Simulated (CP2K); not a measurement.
# Au (Fm-3m) in CP2K: notebook

One crystal, Au, is run at these levels: PBEsol; tasks: single point, equation of state.

All numbers are computed with CP2K 2026.2; they aren't measurements. Logs are shortened: lines on timing, memory, paths and dates and some standing lists are left out, and cuts for length are marked.

**The experiment to reproduce.**

“Exploring toroidal anvil profiles for larger sample volumes above 4 Mbar”, 2024, pmc:11102561 quotes, for a bulk crystal of Au: bulk modulus 167 GPa.

The results are compared with them further down.

**1. Starting point**

Symmetry: Fm-3m, No. 225, cubic system. The conventional cell has a = 4.070 Å, b = 4.070 Å, c = 4.070 Å, α = 90.00°, β = 90.00°, γ = 90.00°. Au (site symmetry m-3m) has 12 Au at 2.88 Å as nearest neighbours.

**2. Single point, PBEsol, 16.85 Å³/atom**

Contents of au_eos.inp:

```
&GLOBAL
  PROJECT au_eos
  RUN_TYPE ENERGY_FORCE
  PRINT_LEVEL LOW
&END GLOBAL
&FORCE_EVAL
  METHOD QS
  STRESS_TENSOR ANALYTICAL
  &DFT
    BASIS_SET_FILE_NAME BASIS_MOLOPT_UZH
    POTENTIAL_FILE_NAME POTENTIAL_UZH
    &MGRID
      CUTOFF 500
      REL_CUTOFF 60
      NGRIDS 5
    &END MGRID
    &QS
      METHOD GPW
      EPS_DEFAULT 1.0E-9
    &END QS
    &KPOINTS
      SCHEME MONKHORST-PACK 11 11 11
      GAMMA_CENTERED T
      SYMMETRY T
      SYMMETRY_BACKEND SPGLIB
    &END KPOINTS
    &SCF
      SCF_GUESS ATOMIC
      EPS_SCF 1.0E-6
      MAX_SCF 100
      ADDED_MOS 11
      CHOLESKY OFF
      EPS_EIGVAL 1.0E-7
      &DIAGONALIZATION ON
        ALGORITHM STANDARD
      &END DIAGONALIZATION
      &MIXING ON
        METHOD BROYDEN_MIXING
        ALPHA 0.4
        BETA 1.5
        NBUFFER 8
      &END MIXING
      &SMEAR ON
        METHOD FERMI_DIRAC
        ELECTRONIC_TEMPERATURE 300.56
      &END SMEAR
    &END SCF
    &XC
      &XC_FUNCTIONAL
        &GGA_X_PBE_SOL
        &END GGA_X_PBE_SOL
        &GGA_C_PBE_SOL
        &END GGA_C_PBE_SOL
      &END XC_FUNCTIONAL
    &END XC
    &PRINT
      &KPOINTS ON
      &END KPOINTS
      &MULLIKEN ON
      &END MULLIKEN
      &MO ON
        ENERGIES T
        OCCUPATION_NUMBERS T
        &EACH
          QS_SCF 0
        &END EACH
        ADD_LAST NUMERIC
      &END MO
    &END PRINT
  &END DFT
  &SUBSYS
    &CELL
      A 2.8779245994 0.0000000000 0.0000000000
      B 1.4389622997 2.4923558133 0.0000000000
      C 1.4389622997 0.8307852711 2.3498155956
      PERIODIC XYZ
    &END CELL
    &COORD
      SCALED
      Au  0.0000000000 0.0000000000 0.0000000000
    &END COORD
    &KIND Au
      BASIS_SET TZVP-MOLOPT-PBE-GTH-q11
      POTENTIAL GTH-PBE-q11
    &END KIND
    &PRINT
      &ATOMIC_COORDINATES ON
      &END ATOMIC_COORDINATES
      &CELL ON
      &END CELL
    &END PRINT
  &END SUBSYS
  &PRINT
    &FORCES ON
    &END FORCES
    &STRESS_TENSOR ON
    &END STRESS_TENSOR
  &END PRINT
&END FORCE_EVAL
```

Potentials or basis: POTENTIAL_UZH Au GTH-PBE-q11; TZVP-MOLOPT-PBE-GTH basis.

On the command line:

```bash
> OMP_NUM_THREADS=2 cp2k.psmp -i au_eos.inp -o au_eos.out
```

au_eos.out:

```text

 CP2K| version string:                                       CP2K version 2026.2
 CP2K| Input file name                                                au_eos.inp

 GLOBAL| Force Environment number                                              1
 GLOBAL| Basis set file name                                    BASIS_MOLOPT_UZH
 GLOBAL| Potential file name                                       POTENTIAL_UZH
 GLOBAL| MM Potential file name                                     MM_POTENTIAL
 GLOBAL| Coordinate file name                                      __STD_INPUT__
 GLOBAL| Method name                                                        CP2K
 GLOBAL| Project name                                                     au_eos
 GLOBAL| Run type                                                   ENERGY_FORCE
 GLOBAL| FFT library                                                       FFTW3
[... 5 lines left out ...]
 GLOBAL| Global print level                                                  LOW
 GLOBAL| Total number of message passing processes                             1
 GLOBAL| Number of threads for this process                                    2
 GLOBAL| CPU model name                                                  UNKNOWN

 CELL| Volume [angstrom^3]:                                            16.854786
 CELL| Vector a [angstrom]:       2.878     0.000     0.000   |a| =     2.877925
 CELL| Vector b [angstrom]:       1.439     2.492     0.000   |b| =     2.877925
 CELL| Vector c [angstrom]:       1.439     0.831     2.350   |c| =     2.877925
 CELL| Angle (b,c), alpha [degree]:                                    60.000000
 CELL| Angle (a,c), beta  [degree]:                                    60.000000
 CELL| Angle (a,b), gamma [degree]:                                    60.000000
 CELL| Numerically orthorhombic:                                              NO
 CELL| Periodicity                                                           XYZ

 CELL_REF| Volume [angstrom^3]:                                        16.854786
 CELL_REF| Vector a [angstrom     2.878     0.000     0.000   |a| =     2.877925
 CELL_REF| Vector b [angstrom     1.439     2.492     0.000   |b| =     2.877925
 CELL_REF| Vector c [angstrom     1.439     0.831     2.350   |c| =     2.877925
 CELL_REF| Angle (b,c), alpha [degree]:                                60.000000
 CELL_REF| Angle (a,c), beta  [degree]:                                60.000000
 CELL_REF| Angle (a,b), gamma [degree]:                                60.000000
 CELL_REF| Numerically orthorhombic:                                          NO
 CELL_REF| Periodicity                                                       XYZ
[... 9 lines left out ...]
 TOTAL NUMBERS AND MAXIMUM NUMBERS

  Total number of            - Atomic kinds:                                   1
                             - Atoms:                                          1
                             - Shell sets:                                     1
                             - Shells:                                        10
                             - Primitive Cartesian functions:                  6
                             - Cartesian basis functions:                     40
                             - Spherical basis functions:                     34

[... 131 lines left out ...]

 MO| EIGENVALUES AND OCCUPATION NUMBERS FOR K POINT 1
 MO|
 MO|  Index      Eigenvalue [a.u.]        Eigenvalue [eV]             Occupation
 MO|      1               0.114574               3.117720               2.000000
 MO|      2               0.213841               5.818906               2.000000
 MO|      3               0.213841               5.818907               2.000000
 MO|      4               0.317296               8.634050               2.000000
 MO|      5               0.317296               8.634052               2.000000
 MO|      6               0.331680               9.025462               2.000000
[... 9 lines left out ...]
 MO|     16               1.820668              49.542900               0.000000
 MO|     17               2.135280              58.103914               0.000000
 MO| Sum:                                                              12.000000
 MO| E(Fermi):            0.391352 a.u.         10.649233 eV
 MO| Band gap:            0.203621 a.u.          5.540808 eV

 MO| EIGENVALUES AND OCCUPATION NUMBERS FOR K POINT 2
 MO|
 MO|  Index      Eigenvalue [a.u.]        Eigenvalue [eV]             Occupation
 MO|      1               0.122201               3.325248               2.000000
 MO|      2               0.209507               5.700986               2.000000
 MO|      3               0.221754               6.034245               2.000000
 MO|      4               0.263045               7.157814               2.000000
 MO|      5               0.318976               8.679782               2.000000
 MO|      6               0.358029               9.742471               2.000000
[... 228 lines left out ...]
 MO|      5               0.299744               8.156438               2.000000
 MO|      6               0.347517               9.456426               2.000000
[... 9 lines left out ...]
 MO|     16               1.821900              49.576409               0.000000
 MO|     17               2.007952              54.639144               0.000000
 MO| Sum:                                                              12.000000
 MO| E(Fermi):            0.391352 a.u.         10.649233 eV
 MO| Band gap:            0.263500 a.u.          7.170187 eV

 MO| EIGENVALUES AND OCCUPATION NUMBERS FOR K POINT 13
 MO|
 MO|  Index      Eigenvalue [a.u.]        Eigenvalue [eV]             Occupation
 MO|      1               0.135492               3.686932               2.000000
 MO|      2               0.206548               5.620458               2.000000
 MO|      3               0.213918               5.821011               2.000000
 MO|      4               0.238397               6.487119               2.000000
 MO|      5               0.298749               8.129363               2.000000
 MO|      6               0.356689               9.705998               2.000000
[... 22 lines left out ...]
 MO|      6               0.362306               9.858846               2.000000
[... 9 lines left out ...]
 MO|     16               1.824972              49.660005               0.000000
 MO|     17               1.940046              52.791326               0.000000
 MO| Sum:                                                              12.000000
 MO| E(Fermi):            0.391352 a.u.         10.649233 eV

 [... the levels of further k-points ...]

 !-----------------------------------------------------------------------------!
                     Mulliken Population Analysis

 #  Atom  Element  Kind  Atomic population                           Net charge
       1     Au       1         11.000000                             -0.000000
 # Total charge                             11.000000                 -0.000000

 !-----------------------------------------------------------------------------!

 ENERGY| Total FORCE_EVAL ( QS ) energy [hartree]            -33.089625358208139

 FORCES| Atomic forces [hartree/bohr]
 FORCES|   Atom     x               y               z               |f|
 FORCES|      1  2.42828252E-15  4.69963058E-15  8.37182327E-17   5.29056635E-15
 FORCES| Sum     2.42828252E-15  4.69963058E-15  8.37182327E-17
 FORCES| Total atomic force                                       5.29056635E-15

 STRESS| Analytical stress tensor [bar]
 STRESS|                        x                   y                   z
 STRESS|      x        8.82905139395E+04   1.99401657240E-02  -8.90476913986E-02
 STRESS|      y        1.99401657240E-02   8.82921649431E+04   7.20419986454E-03
 STRESS|      z       -8.90476913986E-02   7.20419986454E-03   8.82924282845E+04
 STRESS| 1/3 Trace                                             8.82917023890E+04
 STRESS| Determinant                                           6.88271318462E+14

 STRESS| Eigenvectors and eigenvalues of the analytical stress tensor [bar]
 STRESS|                        1                   2                   3
 STRESS| Eigenvalues   8.82905095585E+04   8.82921650438E+04   8.82924325648E+04
 STRESS|      x           0.998847919518      0.013305364651     -0.046106408949
 STRESS|      y          -0.012233703118      0.999650203488      0.023447967403
 STRESS|      z           0.046402264845     -0.022856901338      0.998661299880
```

It took 69 s on 2 threads of Arm Neoverse V2, shared host; peak memory 0.3 GiB.

What came out:

```
Free energy            : -900.4145 eV
Pressure               : 8.8 GPa
Band gap on the k mesh : none (metal or under the smearing width)
```

Caveat: with these potentials and basis sets, volumes of gold and of layered tellurides can stand 1.5 % and more from those of plane-wave programs; the potentials were made for another functional, which shifts forces and pressure; the basis of atomic orbitals isn't converged, which shifts pressures, moduli and gaps.

**3. Single point, PBEsol, 16.52 Å³/atom (volume scaled by 0.98)**

Changes to au_eos.inp since step 2:

```diff
@@ -11,2 +11,3 @@
     POTENTIAL_FILE_NAME POTENTIAL_UZH
+    WFN_RESTART_FILE_NAME previous-RESTART.kp
     &MGRID
@@ -27,3 +28,3 @@
     &SCF
-      SCF_GUESS ATOMIC
+      SCF_GUESS RESTART
       EPS_SCF 1.0E-6
@@ -72,5 +73,5 @@
     &CELL
-      A 2.8779245994 0.0000000000 0.0000000000
-      B 1.4389622997 2.4923558133 0.0000000000
-      C 1.4389622997 0.8307852711 2.3498155956
+      A 2.8586090872 0.0000000000 0.0000000000
+      B 1.4293045436 2.4756280891 0.0000000000
+      C 1.4293045436 0.8252093630 2.3340445459
       PERIODIC XYZ
```

Potentials or basis: POTENTIAL_UZH Au GTH-PBE-q11; TZVP-MOLOPT-PBE-GTH basis.

On the command line:

```bash
> OMP_NUM_THREADS=2 cp2k.psmp -i au_eos.inp -o au_eos.out
```

It took 53 s on 2 threads of Arm Neoverse V2, shared host; peak memory 0.3 GiB.

It converged, with:

```
Free energy            : -900.3911 eV
Pressure               : 13.5 GPa
Band gap on the k mesh : none (metal or under the smearing width)
```

Caveat: with these potentials and basis sets, volumes of gold and of layered tellurides can stand 1.5 % and more from those of plane-wave programs; the potentials were made for another functional, which shifts forces and pressure; the basis of atomic orbitals isn't converged, which shifts pressures, moduli and gaps.

**4. Single point, PBEsol, 17.19 Å³/atom (volume scaled by 1.02)**

Changes to au_eos.inp since step 3:

```diff
@@ -73,5 +73,5 @@
     &CELL
-      A 2.8586090872 0.0000000000 0.0000000000
-      B 1.4293045436 2.4756280891 0.0000000000
-      C 1.4293045436 0.8252093630 2.3340445459
+      A 2.8969842582 0.0000000000 0.0000000000
+      B 1.4484921291 2.5088619620 0.0000000000
+      C 1.4484921291 0.8362873207 2.3653777418
       PERIODIC XYZ
```

On the command line:

```bash
> OMP_NUM_THREADS=2 cp2k.psmp -i au_eos.inp -o au_eos.out
```

It took 53 s on 2 threads of Arm Neoverse V2, shared host; peak memory 0.29 GiB.

Results (log left out):

```
Free energy            : -900.4287 eV
Pressure               : 4.7 GPa
Band gap on the k mesh : none (metal or under the smearing width)
```

Caveat: with these potentials and basis sets, volumes of gold and of layered tellurides can stand 1.5 % and more from those of plane-wave programs; the potentials were made for another functional, which shifts forces and pressure; the basis of atomic orbitals isn't converged, which shifts pressures, moduli and gaps.

**5. Single point, PBEsol, 16.18 Å³/atom (volume scaled by 0.96)**

Changes to au_eos.inp since step 4:

```diff
@@ -73,5 +73,5 @@
     &CELL
-      A 2.8969842582 0.0000000000 0.0000000000
-      B 1.4484921291 2.5088619620 0.0000000000
-      C 1.4484921291 0.8362873207 2.3653777418
+      A 2.8390289584 0.0000000000 0.0000000000
+      B 1.4195144792 2.4586712001 0.0000000000
+      C 1.4195144792 0.8195570667 2.3180574377
       PERIODIC XYZ
```

On the command line:

```bash
> OMP_NUM_THREADS=2 cp2k.psmp -i au_eos.inp -o au_eos.out
```

Wall time 54 s (2 threads of Arm Neoverse V2, shared host); peak memory 0.3 GiB.

Results (log left out):

| Property | Result |
| --- | --- |
| Free energy | -900.3573 eV |
| Pressure | 18.8 GPa |
| Band gap on the k mesh | none (metal or under the smearing width) |

Caveat: with these potentials and basis sets, volumes of gold and of layered tellurides can stand 1.5 % and more from those of plane-wave programs; the potentials were made for another functional, which shifts forces and pressure; the basis of atomic orbitals isn't converged, which shifts pressures, moduli and gaps.

**6. Single point, PBEsol, 17.53 Å³/atom (volume scaled by 1.04)**

Changes to au_eos.inp since step 5:

```diff
@@ -73,5 +73,5 @@
     &CELL
-      A 2.8390289584 0.0000000000 0.0000000000
-      B 1.4195144792 2.4586712001 0.0000000000
-      C 1.4195144792 0.8195570667 2.3180574377
+      A 2.9157963714 0.0000000000 0.0000000000
+      B 1.4578981857 2.5251537299 0.0000000000
+      C 1.4578981857 0.8417179100 2.3807377679
       PERIODIC XYZ
```

Potentials or basis: POTENTIAL_UZH Au GTH-PBE-q11; TZVP-MOLOPT-PBE-GTH basis.

On the command line:

```bash
> OMP_NUM_THREADS=2 cp2k.psmp -i au_eos.inp -o au_eos.out
```

It took 50 s on 2 threads of Arm Neoverse V2, shared host; peak memory 0.29 GiB.

Results (log left out):

```
Free energy            : -900.4347 eV
Pressure               : 1.1 GPa
Band gap on the k mesh : none (metal or under the smearing width)
```

Caveat: with these potentials and basis sets, volumes of gold and of layered tellurides can stand 1.5 % and more from those of plane-wave programs; the potentials were made for another functional, which shifts forces and pressure; the basis of atomic orbitals isn't converged, which shifts pressures, moduli and gaps.

**7. Single point, PBEsol, 15.84 Å³/atom (volume scaled by 0.94)**

Changes to au_eos.inp since step 6:

```diff
@@ -73,5 +73,5 @@
     &CELL
-      A 2.9157963714 0.0000000000 0.0000000000
-      B 1.4578981857 2.5251537299 0.0000000000
-      C 1.4578981857 0.8417179100 2.3807377679
+      A 2.8191749595 0.0000000000 0.0000000000
+      B 1.4095874798 2.4414771327 0.0000000000
+      C 1.4095874798 0.8138257109 2.3018467155
       PERIODIC XYZ
```

On the command line:

```bash
> OMP_NUM_THREADS=2 cp2k.psmp -i au_eos.inp -o au_eos.out
```

Wall time 61 s (2 threads of Arm Neoverse V2, shared host); peak memory 0.29 GiB.

The run converged. Its results:

| Item | Value |
| --- | --- |
| Free energy | -900.3116 eV |
| Pressure | 24.8 GPa |
| Band gap on the k mesh | none (metal or under the smearing width) |

Caveat: with these potentials and basis sets, volumes of gold and of layered tellurides can stand 1.5 % and more from those of plane-wave programs; the potentials were made for another functional, which shifts forces and pressure; the basis of atomic orbitals isn't converged, which shifts pressures, moduli and gaps.

**8. Single point, PBEsol, 17.87 Å³/atom (volume scaled by 1.06)**

Changes to au_eos.inp since step 7:

```diff
@@ -73,5 +73,5 @@
     &CELL
-      A 2.8191749595 0.0000000000 0.0000000000
-      B 1.4095874798 2.4414771327 0.0000000000
-      C 1.4095874798 0.8138257109 2.3018467155
+      A 2.9343688235 0.0000000000 0.0000000000
+      B 1.4671844118 2.5412379453 0.0000000000
+      C 1.4671844118 0.8470793151 2.3959021116
       PERIODIC XYZ
```

On the command line:

```bash
> OMP_NUM_THREADS=2 cp2k.psmp -i au_eos.inp -o au_eos.out
```

Wall time 50 s (2 threads of Arm Neoverse V2, shared host); peak memory 0.28 GiB.

It converged, with:

- Free energy: -900.4336 eV
- Pressure: -2.1 GPa
- Band gap on the k mesh: none (metal or under the smearing width)

Caveat: with these potentials and basis sets, volumes of gold and of layered tellurides can stand 1.5 % and more from those of plane-wave programs; the potentials were made for another functional, which shifts forces and pressure; the basis of atomic orbitals isn't converged, which shifts pressures, moduli and gaps.

**9. Equation of state, PBEsol**

Potentials or basis: POTENTIAL_UZH Au GTH-PBE-q11; TZVP-MOLOPT-PBE-GTH basis.

This step only gathers the single runs of the series.

What came out:

```yaml
Equilibrium_volume: 17.64 Å³/atom
Bulk_modulus: 170 GPa
Pressure_derivative_of_the_bulk_modulus: 5.7
```

Energy against volume, from the lowest point:
```tsv
volume (Å³/atom)	energy (meV/atom)
15.843	123.08
16.181	77.42
16.518	43.59
16.855	20.22
17.192	6.06
17.529	0.00
17.866	1.07
```

Caveat: with these potentials and basis sets, volumes of gold and of layered tellurides can stand 1.5 % and more from those of plane-wave programs; the potentials were made for another functional, which shifts forces and pressure; the basis of atomic orbitals isn't converged, which shifts pressures, moduli and gaps.

**10. How close it comes**

Step 9. Measured bulk modulus of Au: 167 GPa (quoted in “Exploring toroidal anvil profiles for larger sample volumes above 4 Mbar”, 2024, pmc:11102561). This calculation gives 170 GPa (+1.8 %). The fit is for a static lattice scaled at fixed shape and fixed fractional positions.
